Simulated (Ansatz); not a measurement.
**TiB2 in Ansatz: the effect of functional**

TiB2:

```xyz
3
Lattice="3.0691 0.0000 0.0000 -1.5345 2.6579 0.0000 0.0000 0.0000 3.2709" Properties=species:S:1:pos:R:3 pbc="T T T"
Ti    0.0000    0.0000    0.0000
B     1.5345    0.8860    1.6354
B     0.0000    1.7719    1.6354
```

The cell isn't the ideal one: volume scaled by 1.04.

Alike in all runs:

```yaml
Program: Ansatz 0.2.0
Task: single point
Potentials_or_basis: Ansatz PAW
k_mesh: 10 × 10 × 8
Occupations: fermi-dirac, width 0.05 eV
Spin: no spin polarisation
```

One run gave: pressure -14.0 GPa. Which functional did it use?
A. r2SCAN
B. LDA
C. PBEsol

C.

```csv
functional,cutoff,pressure (GPa)
LDA,420 eV (not typed: the program's choice for these potentials),-19.7
PBEsol,420 eV (not typed: the program's choice for these potentials),-14.0
r2SCAN,500 eV (not typed: the program's choice for these potentials),-10.5
```

Caveats: the PAW data sets come from PBE, with cores solved anew for the run's functional, which leaves a small shift of forces and pressure.
